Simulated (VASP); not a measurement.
# Mo (Im-3m) in VASP: notebook, part 2 of 2

VASP 6.6.1. The steps go on from the part before.

**6. Single point, PBE+D3(BJ) (a relaxed cell with its volume scaled by 1.03)**

The input, INCAR:

```
SYSTEM = Mo
ALGO     = Normal         ! electronic algorithm
EDIFF    = 1E-7           ! SCF threshold, eV
ENCUT    = 520            ! plane-wave cutoff, eV
GGA      = PE             ! functional
ISIF     = 2              ! what is computed and relaxed
ISMEAR   = 0              ! smearing method
IVDW     = 12             ! dispersion correction
LASPH    = .True.         ! aspherical terms in the spheres
LCHARG   = .False.        ! write CHGCAR
LREAL    = .False.        ! projectors in reciprocal space
LWAVE    = .False.        ! write WAVECAR
NELM     = 100            ! most SCF steps
PREC     = Accurate       ! precision mode
SIGMA    = 0.1            ! smearing width, eV
```

The input, KPOINTS:

```
k-points
0
Gamma
  18 18 18
  0 0 0
```

The input, POSCAR:

```
Mo                                      
1.0
   -1.5816887488      1.5816887488      1.5816887488
    1.5816887488     -1.5816887488      1.5816887488
    1.5816887488      1.5816887488     -1.5816887488
  Mo            
     1
Direct
     0.0000000000000000    0.0000000000000000    0.0000000000000000
```

Potentials or basis: VASP PAW PBE potentials, release 64 (Mo_sv).

Command:

```bash
> cat potpaw_PBE.64/Mo_sv/POTCAR > POTCAR
> mpirun -np 1 vasp_std > vasp.out
```

OUTCAR:

```text
SYSTEM = Mo
   EDIFF = 1E-7
   ENCUT = 520
   GGA = PE
   ISIF = 2
   ISMEAR = 0
   IVDW = 12
   LASPH = .True.
   LREAL = .False.
   NELM = 100
   PREC = Accurate
 IVDW          = 12

 ion  position               nearest neighbor table
   1  0.000  0.000  0.000-

  LATTYP: Found a body centered cubic cell.
 ALAT       =     3.1633774976

  Lattice vectors:

 A1 = (  -1.5816887488,   1.5816887488,   1.5816887488)
 A2 = (   1.5816887488,  -1.5816887488,   1.5816887488)
 A3 = (   1.5816887488,   1.5816887488,  -1.5816887488)

Analysis of symmetry for initial positions (statically):
=====================================================================
 Subroutine PRICEL returns:
 Original cell was already a primitive cell.

 Routine SETGRP: Setting up the symmetry group for a
 body centered cubic supercell.

 Subroutine GETGRP returns: Found 48 space group operations
 (whereof 48 operations were pure point group operations)
 out of a pool of 48 trial point group operations.

The static configuration has the point symmetry O_h .

Analysis of symmetry for dynamics (positions and initial velocities):
=====================================================================
 Subroutine PRICEL returns:
 Original cell was already a primitive cell.

 Routine SETGRP: Setting up the symmetry group for a
 body centered cubic supercell.

 Subroutine GETGRP returns: Found 48 space group operations
 (whereof 48 operations were pure point group operations)
 out of a pool of 48 trial point group operations.

The dynamic configuration has the point symmetry O_h .

 Subroutine INISYM returns: Found 48 space group operations
 (whereof 48 operations are pure point group operations),
 and found     1 'primitive' translations

----------------------------------------------------------------------------------------

                                     Primitive cell

  volume of cell :      15.8279

  direct lattice vectors                    reciprocal lattice vectors
[... 113 lines left out ...]
   IVDW    =    12    specifies the selected vdW correction
   LEPSILON=     F    determine dielectric tensor
   LRPA    =     F    only Hartree local field effects (RPA)
 non-spin polarized calculation
 Gauss-broadening in eV      SIGMA  =   0.10
  energy-cutoff  :      520.00
  volume of cell :       15.83
 maximum number of plane-waves:       440
   NGX = 11   NGY = 11   NGZ = 11

 number of electron      14.0000004 magnetization

 Free energy of the ion-electron system (eV)
  ---------------------------------------------------
  ext. energy  EPLUGINS =         0.00000000
  ---------------------------------------------------
  free energy    TOTEN  =       -10.93500869 eV

  energy without entropy =      -10.93232188  energy(sigma->0) =      -10.93366528

 E-fermi :  12.4105     XC(G=0): -13.3202

 val. band max:       12.3878481611   @ k =   0.3889   0.1111   0.0000
 cond. band min:      12.4150427916   @ k =  -0.3889   0.4444   0.2778
 fundamental gap:      0.0271946305
 Fermi energy:        12.4104658249

 k-point     1 :       0.0000    0.0000    0.0000
  band No.  band energies     occupation
      1     -48.8861      2.00000
      2     -22.1805      2.00000
      3     -22.1805      2.00000
      4     -22.1805      2.00000
      5       5.1994      2.00000
      6      11.0533      2.00000
      7      11.0533      2.00000
      8      11.0533      2.00000
      9      14.0331      0.00000
     10      14.0331      0.00000
     11      27.2065      0.00000
[... 309 lines left out ...]
 k-point    24 :       0.3889    0.1111    0.0000
  band No.  band energies     occupation
      1     -48.6344      2.00000
      2     -23.4427      2.00000
      3     -22.6476      2.00000
      4     -22.2496      2.00000
      5       7.5506      2.00000
      6       9.2046      2.00000
      7      12.3878      1.25093
      8      13.9325      0.00000
      9      15.0457      0.00000
     10      17.6921      0.00000
     11      23.9395      0.00000

 [... further k-points ...]

------------------------ aborting loop because EDIFF is reached ----------------------------------------

 Edisp (eV)   -0.70456

 E8    (eV) :    -0.3319

  FORCE on cell =-STRESS in cart. coord.  units (eV):
  Direction    XX          YY          ZZ          XY          YZ          ZX
  --------------------------------------------------------------------------------------
  -------------------------------------------------------------------------------------
  Total      -0.75889    -0.75889    -0.75889     0.00000    -0.00000     0.00000
  in kB     -76.81906   -76.81906   -76.81906     0.00000    -0.00000     0.00000
  external pressure =      -76.82 kB  Pullay stress =        0.00 kB

 VOLUME and BASIS-vectors are now :
 -----------------------------------------------------------------------------
  energy-cutoff  :      520.00
  volume of cell :       15.83
      direct lattice vectors                 reciprocal lattice vectors
    -1.581688749  1.581688749  1.581688749     0.000000000  0.316117821  0.316117821
     1.581688749 -1.581688749  1.581688749     0.316117821  0.000000000  0.316117821
     1.581688749  1.581688749 -1.581688749     0.316117821  0.316117821  0.000000000

 POSITION                                       TOTAL-FORCE (eV/Angst)
 -----------------------------------------------------------------------------------
      0.00000      0.00000      0.00000         0.000000      0.000000     -0.000000
 -----------------------------------------------------------------------------------
    total drift:                                0.000000     -0.000000      0.000000

  FREE ENERGIE OF THE ION-ELECTRON SYSTEM (eV)
  ---------------------------------------------------
  free  energy   TOTEN  =       -11.6395680092 eV

  energy  without entropy=      -11.6368812037  energy(sigma->0) =      -11.63822461
```

stdout:

```text
POSCAR found type information on POSCAR Mo
 POSCAR found :  1 types and       1 ions
 scaLAPACK will be used
 LDA part: xc-table for (Slater+PW92), standard interpolation
 POSCAR, INCAR and KPOINTS ok, starting setup
 FFT: planning ... GRIDC
 FFT: planning ... GRID_SOFT
 FFT: planning ... GRID
 WAVECAR not read
 entering main loop
```

Run time: 18 s. Hardware: 1 thread of AMD EPYC 7R13 (Zen 3), shared host; peak memory 0.13 GiB.

Results:

| Item | Value |
| --- | --- |
| Free energy | -11.6396 eV |
| Pressure | -7.7 GPa |
| Band gap on the k mesh | none (metal or under the smearing width) |
| Dispersion energy per atom | -0.705 eV |

Levels at points of the mesh, in eV from the Fermi level:
| k point | band 3 | band 4 | band 5 | band 6 | band 7 | band 8 | band 9 | band 10 | band 11 |
| --- | --- | --- | --- | --- | --- | --- | --- | --- | --- |
| (0.00, 0.00, 0.00) | -34.59 | -34.59 | -7.21 | -1.36 | -1.36 | -1.36 | 1.62 | 1.62 | 14.80 |
| (0.50, 0.00, 0.00) | -35.02 | -34.60 | -5.27 | -3.36 | 1.56 | 1.64 | 2.26 | 4.64 | 11.44 |
| (0.50, 0.50, 0.50) | -35.52 | -35.52 | -5.36 | -5.36 | 3.89 | 3.89 | 3.89 | 8.95 | 8.95 |

Caveat: pairwise dispersion overbinds metals, which lowers pressure and volume.

**7. Summary**

| task | cell | gap on the mesh (eV) | pressure (GPa) |
| --- | --- | --- | --- |
| relaxation of cell and atoms | relaxed | none | 0.0 |
| single point | as given | none | 0.0 |
| single point | a relaxed cell with its volume scaled by 0.97 | none | 9.1 |
| single point | a relaxed cell with its volume scaled by 1.03 | none | -7.7 |

Alike in all rows: level PBE+D3(BJ); potentials or basis VASP PAW PBE potentials, release 64 (Mo_sv); no spin polarisation; k mesh 18 × 18 × 18; cutoff (eV) 520; smearing gaussian 0.1 eV.

Caveats: pairwise dispersion overbinds metals, which lowers pressure and volume; the relaxation stopped at its first step, so nothing moved (some runs).

Absolute energies hang on the potentials; compare differences alone.
